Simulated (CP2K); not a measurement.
Runs of CP2K 2026.2 on SnTe. It takes space group Fm-3m (No. 225, cubic). Conventional cell: a = 6.302 Å, b = 6.302 Å, c = 6.302 Å, α = 90.00°, β = 90.00°, γ = 90.00°. Around Te (site symmetry m-3m) lie 6 Sn at 3.15 Å. Sn (site symmetry m-3m) is surrounded by 6 Te at 3.15 Å. 

```tsv
task	level	potentials or basis	spin	smearing	EPS_DEFAULT	k points reduced by the point group	NGRIDS	CUTOFF of the grids	points a segment of the path (NPOINTS)	pressure (GPa)	V0 of scaled cells (Å³/atom)	B0 (GPa)
equation of state	PBEsol	POTENTIAL_UZH Te GTH-PBE-q6, Sn GTH-PBE-q4; TZVP-MOLOPT-PBE-GTH basis	off	fermi-dirac 0.01 eV	1.0E-9	yes	5	450 Ry	-	-	32.50	44
band structure	PBE	GTH_SOC_POTENTIALS Te GTH-PBE-q6, Sn GTH-PBE-q4; TZVP-MOLOPT-PBE-GTH basis	SOC, no magnetisation	fermi-dirac 0.0259 eV	1.0E-9	-	5	450 Ry	6	3.0	-	-
equation of state	LDA	GTH_POTENTIALS Te GTH-PADE-q6, Sn GTH-PADE-q4; TZVP-MOLOPT-PBE-GTH basis	off	fermi-dirac 0.05 eV	1.0E-10	yes	5	450 Ry	-	-	30.42	48
band structure	LDA	GTH_POTENTIALS Te GTH-PADE-q6, Sn GTH-PADE-q4; TZVP-MOLOPT-PBE-GTH basis	off	fermi-dirac 0.0259 eV	1.0E-10	yes	5	450 Ry	6	(b)	-	-
band structure	PBEsol	POTENTIAL_UZH Te GTH-PBE-q6, Sn GTH-PBE-q4; TZVP-MOLOPT-PBE-GTH basis	off	fermi-dirac 0.0259 eV	1.0E-10	yes	4	450 Ry	8	1.8	-	-
band structure	r2SCAN	POTENTIAL_UZH Te GTH-SCAN-q6, Sn GTH-SCAN-q4; TZVP-MOLOPT-SCAN-GTH basis	off	fermi-dirac 0.01 eV	1.0E-9	yes	5	675 Ry	8	(a)	-	-
single point	PBE	POTENTIAL_UZH Te GTH-PBE-q6, Sn GTH-PBE-q4; TZVP-MOLOPT-PBE-GTH basis	off	fermi-dirac 0.05 eV	1.0E-10	yes	4	450 Ry	-	3.0	-	-
equation of state	LDA	GTH_POTENTIALS Te GTH-PADE-q6, Sn GTH-PADE-q4; TZVP-MOLOPT-PBE-GTH basis	off	fermi-dirac 0.0259 eV	1.0E-9	yes	5	450 Ry	-	-	30.42	48
band structure	PBE	POTENTIAL_UZH Te GTH-PBE-q6, Sn GTH-PBE-q4; TZVP-MOLOPT-PBE-GTH basis	off	fermi-dirac 0.05 eV	1.0E-9	yes	5	450 Ry	6	3.0	-	-
```

Alike in all rows: cell as given; k mesh 7 × 7 × 7.

Problem. Estimate the missing entries.

Solution. (a) 0.0; (b) -1.3.

Caveats: the basis of atomic orbitals isn't converged, which shifts pressures, moduli and gaps; the potentials were made for another functional, which shifts forces and pressure (some runs).

Not every run made on this cell is shown here.
